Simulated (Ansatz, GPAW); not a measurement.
This is a calculation of Co for GPAW 26.7.0 (ASE script). Atoms were shifted at random by some hundredths of an Å from the given cell, which wasn't relaxed again for these runs. 

Contents of run.py:

```python
from ase import Atoms
from ase.dft.bandgap import bandgap
from ase.io import write
from ase.units import GPa
from ase.parallel import parprint
from gpaw import GPAW, PW, setup_paths

setup_paths.insert(0, '.')

atoms = Atoms(['Co', 'Co', 'Co', 'Co'],
              cell=[[2.4705617809, 0.0, 0.0],
                    [-1.2352808905, 2.1395692639, 0.0],
                    [0.0, 0.0, 8.0882338]],
              scaled_positions=[[0.666292, 0.326734, 0.742874],
                                [-0.01058, 0.002001, 0.496243],
                                [0.347506, 0.695356, 0.254161],
                                [0.016481, -0.001814, -0.006647]],
              pbc=True)
atoms.set_initial_magnetic_moments([2.0, 2.0, 2.0, 2.0])

calc = GPAW(mode=PW(600),
            xc='PBEsol',
            kpts={'size': (12, 12, 4), 'gamma': True},
            occupations={'name': 'fermi-dirac', 'width': 0.05},
            nbands=37,
            convergence={'density': 1e-05, 'energy': 1e-05},
            maxiter=150,
            txt='gpaw.txt')
atoms.calc = calc
energy = atoms.get_potential_energy()
forces = atoms.get_forces()
stress = atoms.get_stress()
calc.write('gs.gpw')
write('result.traj', atoms)
parprint(f'Energy: {energy:.6f} eV')
parprint('Forces (eV/A):')
parprint(forces.round(4))
parprint('Stress (GPa):', (stress / GPa).round(3))
parprint('Moments:', calc.get_magnetic_moments().round(3))
parprint('Fermi level:', round(calc.get_fermi_level(), 4), 'eV')
parprint(f'Gap: {bandgap(calc)[0]:.4f} eV, direct: {bandgap(calc, direct=True)[0]:.4f} eV')
```

Potentials or basis: PAW data sets generated in the run's folder for this functional, pw.

Command:

```console
$ gpaw-setup -f PBEsol Co
$ OMP_NUM_THREADS=1 mpirun -n 4 gpaw python run.py
```

Task: What does the same run look like in Ansatz 0.2.0? Potentials or basis there: all-electron LAPW, scalar-relativistic.

Result: As run (cutoffs and basis follow the program's own potentials, and thresholds, step limits or extra output files can differ):

Contents of input.yaml:

```yaml
crystal:
  lattice:
    - [2.4705617809, 0.0, 0.0]
    - [-1.2352808905, 2.1395692639, 0.0]
    - [0.0, 0.0, 8.0882338]
  atoms:
    - { symbol: Co, position: [0.666292, 0.326734, 0.742874], spin: 2.0 }
    - { symbol: Co, position: [-0.01058, 0.002001, 0.496243], spin: 2.0 }
    - { symbol: Co, position: [0.347506, 0.695356, 0.254161], spin: 2.0 }
    - { symbol: Co, position: [0.016481, -0.001814, -0.006647], spin: 2.0 }
kpoints:
  mp_grid: { grid: [12, 12, 4] }
scf:
  occupations: { method: fermi_dirac, width: 0.05 }
hamiltonian:
  xc: pbesol
  pseudopotentials: { kind: all_electron, lapw: { basis_error: 0.001 } }
magnetization:
  spin_polarized: true
output:
  forces: true
  stress: true
  eigenvalues: true
  populations: true
```

Potentials or basis: all-electron LAPW, scalar-relativistic.

Command:

```sh
$ ansatz run input.yaml --threads 4 --pin off --max-ram 12288MiB --backend cpu --events-out ev --progress --plain --runs-dir out
```

Both were run:

|  | GPAW | Ansatz |
| --- | --- | --- |
| Pressure | -4.8 GPa | -5.3 GPa |
| Largest force | 0.721 eV/Å | 0.684 eV/Å |
| Net moment | 6.59 μB per cell | 6.59 μB per cell |

Where Ansatz's input types no cutoff or centring, it takes its own default and a Γ-centred mesh.

The magnetic state is the one that the start led to; the real crystal's order can differ.

Pressure is positive in compression.
